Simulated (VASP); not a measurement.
# RbBr in VASP: one cell, several levels of theory

Aim: gap, levels, forces and stress of RbBr in the zincblende structure, strained and with displaced atoms at fixed geometry. Runs: PBE, r2SCAN. This is a trial cell built on a prototype, not taken from a measured structure, and it needn't be the compound's ground state.

Program: VASP 6.6.1. PAW datasets, plane waves. All values are calculated for a non-magnetic cell, which may be hypothetical.

### 1 Starting point

The symmetry is P1 (No. 1, triclinic); conventional cell a = 5.217 Å, b = 5.353 Å, c = 5.359 Å, α = 63.2°, β = 61.7°, γ = 61.4°, 55.35 Å³ an atom. Near Rb stand 4 Br at 3.20–3.40 Å; near Br stand 4 Rb at 3.20–3.40 Å.

As a file:

```
CELL_PARAMETERS angstrom
-0.15380 3.80940 3.75820
3.80670 -0.16340 3.76780
3.68260 3.69500 -0.03940
ATOMIC_POSITIONS crystal
Rb 0.99970 0.00120 0.99470
Br 0.24430 0.25660 0.25640
```

### 2 PBE

Contents of INCAR:

```
ENCUT = 520.000000
SIGMA = 0.020000
EDIFF = 1.00e-07
GGA = PE
PREC = Accurate
IBRION = -1
ISIF = 2
ISMEAR = -1
NBANDS = 15
NELM = 120
NSW = 0
LASPH = .TRUE.
LCHARG = .FALSE.
LWAVE = .FALSE.
LREAL = .FALSE.
```

Contents of KPOINTS:

```
KPOINTS created by Atomic Simulation Environment
0
Gamma
6 6 6
0 0 0
```

Contents of POSCAR:

```
Rb Br
 1.0000000000000000
    -0.1538000000000000    3.8094000000000001    3.7582000000000000
     3.8067000000000002   -0.1634000000000000    3.7677999999999998
     3.6825999999999999    3.6949999999999998   -0.0394000000000000
 Rb  Br
   1   1
Cartesian
  3.5138964000000001  7.4834776000000005  3.7224027200000003
  1.8834445200000001  1.8361059800000001  1.8748435799999998
```

Potentials: the recommended PBE PAW datasets, 16 valence electrons in the neutral cell.

Launch:

```sh
> mpirun -np 1 vasp_std
```

Printed to the terminal (iteration lines stand in OSZICAR):

```text
POSCAR found type information on POSCAR RbBr
 POSCAR found :  2 types and       2 ions
 LDA part: xc-table for (Slater+PW92), standard interpolation
 POSCAR, INCAR and KPOINTS ok, starting setup
 FFT: planning ... GRIDC
 FFT: planning ... GRID_SOFT
 FFT: planning ... GRID
 WAVECAR not read
 entering main loop
```

OSZICAR:

```text
N       E                     dE             d eps       ncg     rms          rms(c)
DAV:   1     0.929928738839E+02    0.92993E+02   -0.61586E+03  3360   0.871E+02
DAV:   2     0.231428834685E+01   -0.90679E+02   -0.82747E+02  4687   0.158E+02
DAV:   3    -0.600634938387E+01   -0.83206E+01   -0.82790E+01  4522   0.506E+01
DAV:   4    -0.627901325088E+01   -0.27266E+00   -0.27259E+00  5256   0.861E+00
DAV:   5    -0.628085423670E+01   -0.18410E-02   -0.18410E-02  4592   0.763E-01    0.309E+00
DAV:   6    -0.591938385561E+01    0.36147E+00   -0.45221E-01  4291   0.275E+00    0.205E+00
DAV:   7    -0.587081744203E+01    0.48566E-01   -0.23488E-01  4522   0.203E+00    0.100E+00
DAV:   8    -0.589229238033E+01   -0.21475E-01   -0.23652E-02  4089   0.824E-01    0.143E-01
DAV:   9    -0.589534993435E+01   -0.30576E-02   -0.31456E-03  3843   0.265E-01    0.117E-01
DAV:  10    -0.589698446542E+01   -0.16345E-02   -0.10776E-03  3367   0.202E-01    0.204E-02
DAV:  11    -0.589702076666E+01   -0.36301E-04   -0.97547E-05  4270   0.543E-02    0.855E-03
DAV:  12    -0.589703365222E+01   -0.12886E-04   -0.17015E-05  3381   0.325E-02    0.254E-03
DAV:  13    -0.589703405636E+01   -0.40414E-06   -0.71090E-07  4835   0.487E-03    0.162E-03
DAV:  14    -0.589703411862E+01   -0.62263E-07   -0.18973E-07  3465   0.276E-03
   1 F= -.58970341E+01 E0= -.58970341E+01  d E =-.652576E-12
```

OUTCAR, selected sections:

```text
k-points           NKPTS =    112   k-points in BZ     NKDIM =    112   number of bands    NBANDS=     15

   NELECT =      16.0000    total number of electrons

   dimension x,y,z NGX =    40 NGY =   40 NGZ =   40
   dimension x,y,z NGXF=    80 NGYF=   80 NGZF=   80

  energy-cutoff  :      520.00
  volume of cell :      110.69
      direct lattice vectors                 reciprocal lattice vectors
    -0.153800000  3.809400000  3.758200000    -0.125715001  0.126706055  0.132507846
     3.806700000 -0.163400000  3.767800000     0.126808638 -0.124976955  0.131869081
     3.682600000  3.695000000 -0.039400000     0.135214954  0.134480303 -0.130778886

 k-points in reciprocal lattice and weights: KPOINTS created by Atomic Simulation Env
   0.00000000  0.00000000  0.00000000       0.005
   0.16666667  0.00000000  0.00000000       0.009
   0.33333333  0.00000000  0.00000000       0.009
   0.50000000  0.00000000  0.00000000       0.005
   0.00000000  0.16666667 -0.00000000       0.009
   0.16666667  0.16666667  0.00000000       0.009
   0.33333333  0.16666667  0.00000000       0.009
   0.50000000  0.16666667  0.00000000       0.009
[... 104 more k-points ...]

 E-fermi :  -2.4247

 k-point     1 :       0.0000    0.0000    0.0000
  band No.  band energies     occupation
      1     -27.4538      2.00000
      2     -14.8767      2.00000
      3     -11.5760      2.00000
      4     -11.5674      2.00000
      5     -11.5655      2.00000
      6      -3.1085      2.00000
      7      -3.0821      2.00000
      8      -3.0475      2.00000
      9       1.1622      0.00000
     10       5.2344      0.00000
     11       5.2805      0.00000
     12       6.1166      0.00000
     13       6.2925      0.00000
     14       6.4695      0.00000
     15       6.9829      0.00000

 k-point     2 :       0.1667    0.0000    0.0000
  band No.  band energies     occupation
      1     -27.4532      2.00000
      2     -14.8882      2.00000
      3     -11.5799      2.00000
      4     -11.5724      2.00000
      5     -11.5509      2.00000
      6      -3.1653      2.00000
      7      -3.0809      2.00000
      8      -3.0377      2.00000
      9       1.5584      0.00000
     10       4.9889      0.00000
     11       5.0919      0.00000
     12       5.8145      0.00000
     13       6.3349      0.00000
     14       6.7265      0.00000
     15       6.8364      0.00000

 k-point     3 :       0.3333    0.0000    0.0000
  band No.  band energies     occupation
      1     -27.4520      2.00000
      2     -14.9107      2.00000
      3     -11.5873      2.00000
      4     -11.5767      2.00000
      5     -11.5286      2.00000
      6      -3.2723      2.00000
      7      -3.0527      2.00000
      8      -3.0165      2.00000
      9       2.4781      0.00000
     10       4.6392      0.00000
     11       4.8006      0.00000
     12       5.0753      0.00000
     13       6.1687      0.00000
     14       6.5069      0.00000
     15       6.8061      0.00000

 k-point     4 :       0.5000    0.0000    0.0000
  band No.  band energies     occupation
      1     -27.4514      2.00000
      2     -14.9218      2.00000
      3     -11.5909      2.00000
      4     -11.5787      2.00000
      5     -11.5182      2.00000
      6      -3.3125      2.00000
      7      -3.0390      2.00000
      8      -3.0058      2.00000
      9       3.3921      0.00000
     10       3.6265      0.00000
     11       4.7895      0.00000
     12       5.1709      0.00000
     13       6.1967      0.00000
     14       6.5092      0.00000
     15       6.7106      0.00000

 k-point     5 :       0.0000    0.1667   -0.0000
  band No.  band energies     occupation
      1     -27.4532      2.00000
      2     -14.8898      2.00000
      3     -11.5800      2.00000
      4     -11.5731      2.00000
      5     -11.5470      2.00000
      6      -3.1742      2.00000
      7      -3.0710      2.00000
      8      -3.0346      2.00000
      9       1.5539      0.00000
     10       4.9902      0.00000
     11       5.0673      0.00000
     12       5.8453      0.00000
     13       6.3076      0.00000
     14       6.6561      0.00000
     15       6.8354      0.00000

[... the tables of k-points 6 to 112 left out ...]

  Total        0.4775623      0.4879160      0.5009071      0.4361448     -0.1118256     -0.0447879
  in kB        6.9123594      7.0622222      7.2502587      6.3128713     -1.6185920     -0.6482716
  external PRESSURE =       7.0749468 kB  Pullay stress =       0.0000000 kB

 POSITION                                       TOTAL-FORCE (eV/Angst)
 -----------------------------------------------------------------------------------
      3.51390      7.48348      3.72240         0.063709      0.029868     -0.207864
      1.88344      1.83611      1.87484        -0.063709     -0.029868      0.207864
 -----------------------------------------------------------------------------------
    total drift:                                0.000043     -0.000003     -0.000037

  FREE ENERGIE OF THE ION-ELECTRON SYSTEM (eV)
  ---------------------------------------------------
  free  energy   TOTEN  =        -5.8970341186 eV

  energy  without entropy=       -5.8970341186  energy(sigma->0) =       -5.89703412
```

The PBE gap is 4.11 eV and indirect ((0.50, 0.50, 0.00) to Γ) among the points of the k mesh, with 4.21 eV as the least direct one. The pressure is 0.71 GPa, and the largest force is 0.219 eV/Å, on atom 1 (Rb).

### 3 r2SCAN

Edit INCAR of step 2 so:

```diff
@@ -3,3 +3,4 @@
 EDIFF = 1.00e-07
-GGA = PE
+ALGO = Normal
+METAGGA = R2SCAN
 PREC = Accurate
```

KPOINTS is that of step 2.

POSCAR is that of step 2.

Launch:

```sh
> mpirun -np 1 vasp_std
```

Standard output, without the iteration lines:

```text
POSCAR found type information on POSCAR RbBr
 POSCAR found :  2 types and       2 ions
 -----------------------------------------------------------------------------
|                                                                             |
|                                                                             |
|     You enforced a specific xc type in the INCAR file but a different       |
|     I HOPE YOU KNOW WHAT YOU ARE DOING!                                     |
|                                                                             |
 -----------------------------------------------------------------------------

 LDA part: xc-table for (None), standard interpolation
 POSCAR, INCAR and KPOINTS ok, starting setup
 FFT: planning ... GRIDC
 FFT: planning ... GRID_SOFT
 FFT: planning ... GRID
 WAVECAR not read
 entering main loop
```

OSZICAR:

```text
N       E                     dE             d eps       ncg     rms          rms(c)
DAV:   1     0.661904015026E+02    0.66190E+02   -0.62909E+03  3360   0.892E+02
DAV:   2    -0.267145338262E+02   -0.92905E+02   -0.84914E+02  4703   0.163E+02
DAV:   3    -0.353402336456E+02   -0.86257E+01   -0.85782E+01  4599   0.524E+01
DAV:   4    -0.356559293379E+02   -0.31570E+00   -0.31559E+00  5119   0.921E+00
DAV:   5    -0.356582703084E+02   -0.23410E-02   -0.23409E-02  4607   0.867E-01    0.252E+00
DAV:   6    -0.308790366904E+02    0.47792E+01   -0.11135E+00  5040   0.628E+00    0.193E+00
DAV:   7    -0.308176998621E+02    0.61337E-01   -0.42571E-01  4445   0.299E+00    0.885E-01
DAV:   8    -0.308343202371E+02   -0.16620E-01   -0.21931E-02  3808   0.963E-01    0.443E-01
DAV:   9    -0.308516088786E+02   -0.17289E-01   -0.15319E-02  3493   0.884E-01    0.186E-01
DAV:  10    -0.308525955699E+02   -0.98669E-03   -0.11216E-03  4669   0.168E-01    0.672E-02
DAV:  11    -0.308534127628E+02   -0.81719E-03   -0.66341E-04  3451   0.181E-01    0.120E-02
DAV:  12    -0.308534385314E+02   -0.25769E-04   -0.22162E-05  4578   0.332E-02    0.689E-03
DAV:  13    -0.308534526677E+02   -0.14136E-04   -0.98466E-06  3395   0.171E-02    0.145E-03
DAV:  14    -0.308534528966E+02   -0.22888E-06   -0.37206E-07  4494   0.330E-03    0.553E-04
DAV:  15    -0.308534530506E+02   -0.15401E-06   -0.75542E-08  3041   0.196E-03    0.156E-04
DAV:  16    -0.308534530449E+02    0.56991E-08   -0.34478E-09  3472   0.402E-04
   1 F= -.30853453E+02 E0= -.30853453E+02  d E =-.535601E-12
```

OUTCAR, selected sections:

```text
k-points           NKPTS =    112   k-points in BZ     NKDIM =    112   number of bands    NBANDS=     15

   NELECT =      16.0000    total number of electrons

   dimension x,y,z NGX =    40 NGY =   40 NGZ =   40
   dimension x,y,z NGXF=    80 NGYF=   80 NGZF=   80

  energy-cutoff  :      520.00
  volume of cell :      110.69
      direct lattice vectors                 reciprocal lattice vectors
    -0.153800000  3.809400000  3.758200000    -0.125715001  0.126706055  0.132507846
     3.806700000 -0.163400000  3.767800000     0.126808638 -0.124976955  0.131869081
     3.682600000  3.695000000 -0.039400000     0.135214954  0.134480303 -0.130778886

 k-points in reciprocal lattice and weights: KPOINTS created by Atomic Simulation Env
   0.00000000  0.00000000  0.00000000       0.005
   0.16666667  0.00000000  0.00000000       0.009
   0.33333333  0.00000000  0.00000000       0.009
   0.50000000  0.00000000  0.00000000       0.005
   0.00000000  0.16666667 -0.00000000       0.009
   0.16666667  0.16666667  0.00000000       0.009
   0.33333333  0.16666667  0.00000000       0.009
   0.50000000  0.16666667  0.00000000       0.009
[... 104 more k-points ...]

 E-fermi :  -2.7865

 k-point     1 :       0.0000    0.0000    0.0000
  band No.  band energies     occupation
      1     -28.5927      2.00000
      2     -15.6736      2.00000
      3     -12.1626      2.00000
      4     -12.1560      2.00000
      5     -12.1545      2.00000
      6      -3.4741      2.00000
      7      -3.4459      2.00000
      8      -3.4101      2.00000
      9       1.3555      0.00000
     10       5.5879      0.00000
     11       5.6376      0.00000
     12       6.4358      0.00000
     13       6.6416      0.00000
     14       6.8207      0.00000
     15       7.4095      0.00000

 k-point     2 :       0.1667    0.0000    0.0000
  band No.  band energies     occupation
      1     -28.5921      2.00000
      2     -15.6854      2.00000
      3     -12.1665      2.00000
      4     -12.1608      2.00000
      5     -12.1396      2.00000
      6      -3.5247      2.00000
      7      -3.4451      2.00000
      8      -3.4003      2.00000
      9       1.7478      0.00000
     10       5.3058      0.00000
     11       5.4238      0.00000
     12       6.0691      0.00000
     13       6.7533      0.00000
     14       7.1475      0.00000
     15       7.2602      0.00000

 k-point     3 :       0.3333    0.0000    0.0000
  band No.  band energies     occupation
      1     -28.5908      2.00000
      2     -15.7084      2.00000
      3     -12.1741      2.00000
      4     -12.1652      2.00000
      5     -12.1164      2.00000
      6      -3.6249      2.00000
      7      -3.4182      2.00000
      8      -3.3797      2.00000
      9       2.6666      0.00000
     10       4.8589      0.00000
     11       5.0927      0.00000
     12       5.3930      0.00000
     13       6.5729      0.00000
     14       6.9457      0.00000
     15       7.2604      0.00000

 k-point     4 :       0.5000    0.0000    0.0000
  band No.  band energies     occupation
      1     -28.5902      2.00000
      2     -15.7198      2.00000
      3     -12.1778      2.00000
      4     -12.1672      2.00000
      5     -12.1055      2.00000
      6      -3.6637      2.00000
      7      -3.4048      2.00000
      8      -3.3692      2.00000
      9       3.6874      0.00000
     10       3.7174      0.00000
     11       5.0730      0.00000
     12       5.4841      0.00000
     13       6.6104      0.00000
     14       6.9474      0.00000
     15       7.2402      0.00000

 k-point     5 :       0.0000    0.1667   -0.0000
  band No.  band energies     occupation
      1     -28.5921      2.00000
      2     -15.6870      2.00000
      3     -12.1667      2.00000
      4     -12.1624      2.00000
      5     -12.1347      2.00000
      6      -3.5325      2.00000
      7      -3.4362      2.00000
      8      -3.3973      2.00000
      9       1.7428      0.00000
     10       5.3082      0.00000
     11       5.3981      0.00000
     12       6.1013      0.00000
     13       6.7162      0.00000
     14       7.0729      0.00000
     15       7.2607      0.00000

[... the tables of k-points 6 to 112 left out ...]

  Total        0.3561286      0.3673616      0.3812851      0.4545450     -0.1207457     -0.0483630
  in kB        5.1546968      5.3172864      5.5188192      6.5792016     -1.7477050     -0.7000186
  external PRESSURE =       5.3302675 kB  Pullay stress =       0.0000000 kB

 POSITION                                       TOTAL-FORCE (eV/Angst)
 -----------------------------------------------------------------------------------
      3.51390      7.48348      3.72240         0.066912      0.031345     -0.221507
      1.88344      1.83611      1.87484        -0.066912     -0.031345      0.221507
 -----------------------------------------------------------------------------------
    total drift:                               -0.000106      0.000140     -0.000689

  FREE ENERGIE OF THE ION-ELECTRON SYSTEM (eV)
  ---------------------------------------------------
  free  energy   TOTEN  =       -30.8534530449 eV

  energy  without entropy=      -30.8534530449  energy(sigma->0) =      -30.85345304
```

r2SCAN gives an indirect gap of 4.67 eV, from (0.50, 0.50, 0.00) to Γ among the points of the k mesh; the least direct gap is 4.77 eV. The pressure is 0.53 GPa, and the largest force is 0.234 eV/Å, on atom 1 (Rb).

### 4 Summary

```
 level  gap (eV)  pressure (GPa)  largest force (eV/Å)
   PBE     4.11*            0.71                 0.219
r2SCAN     4.67*            0.53                 0.234
```

A star marks a gap among the mesh's points alone.

In words: The gap runs from 4.11 eV (PBE) to 4.67 eV (r2SCAN). Forces up to 0.23 eV/Å (r2SCAN) show atoms off their equilibrium places at that level; the least is 0.219 eV/Å (PBE).
